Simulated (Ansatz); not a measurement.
**SnO: all-electron results**

```
Sn O
1.0
     0.00000    2.55898    2.55898
     2.55898    0.00000    2.55898
     2.55898    2.55898    0.00000
Sn O
1 1
Direct
  0.00000 0.00000 0.00000
  0.50000 0.50000 0.50000
```

Atom numbers follow the list: Sn1, O2.

The structure comes from a relaxation in the same program, started in the rocksalt type, and has space group Fm-3m. Whether it is a known phase or the ground state wasn't checked.

Spin–orbit coupling is left out, though it moves levels of the heavy atoms by tenths of an eV or more.

All numbers are computed: DFT, PBE, all-electron LAPW, scalar-relativistic (Ansatz 0.2.0); DFT, PBE, PAW with Ansatz's default frozen-core files, scalar-relativistic (Ansatz 0.2.0).

For LAPW: a Γ-centred 14×14×14 k mesh, Fermi–Dirac smearing of 0.03 eV, basis error target 1 meV/atom, no spin polarisation. PAW takes a cutoff of 420 eV at this cell. The Ansatz runs share mesh, smearing and spin set-up. Values come from LAPW unless marked.

```yaml
Smallest_direct_gap_on_the_path: 0.39 eV
Bader_charges_from_the_PAW_run: Sn1 +1.25, O2 -1.25 e
Pressure_at_this_cell: 0.04 GPa
Volume_per_atom: 16.76 Å³
```

Give the computed value. Band gap.

0.12 eV (so small a gap may close at points that the mesh and path miss).

Löwdin charges (with 0.06 e of the cell spilling out of the atomic basis, so their sizes and signs hang on that basis): what does the calculation give?

Sn1 0.78, O2 -0.72 e.
